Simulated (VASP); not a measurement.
A run of VASP 6.6.1 is set up as follows.

Contents of INCAR:

```
SYSTEM = Sr
PREC = Accurate
ENCUT = 600
EDIFF = 1E-6
ISMEAR = 0
SIGMA = 0.1
LREAL = .FALSE.
LASPH = .TRUE.
NELM = 100
ALGO = Normal
ISIF = 3
LWAVE = .FALSE.
LCHARG = .FALSE.
GGA = PE
IBRION = 2
NSW = 100
EDIFFG = -0.01
```

File KPOINTS:

```
regular mesh
0
G
  16 16 16
  0 0 0
```

File POSCAR:

```
Sr
1.0
   -2.3664445005      2.3664445005      2.3664445005
    2.3664445005     -2.3664445005      2.3664445005
    2.3664445005      2.3664445005     -2.3664445005
Sr
1
Direct
    0.0000000000      0.0000000000      0.0000000000
```

Potentials or basis: VASP PAW PBE potentials, release 64 (Sr_sv).

The run is started by

```sh
$ cat potpaw_PBE.64/Sr_sv/POTCAR > POTCAR
$ mpirun -np 1 vasp_std > vasp.out
```

Problem. Predict the space group after relaxing (to 0.05 Å).

Solution. Im-3m (No. 229).

Problem. Estimate the relaxed volume.

Solution. 53.79 Å³/atom.

Step by step:
```csv
step,energy change (eV),largest force (eV/Å),pressure (GPa),volume (Å³)
1,0.0000,0.0000,0.19,53.01
2,-0.0004,0.0000,0.08,53.50
3,-0.0005,0.0000,0.02,53.79
```
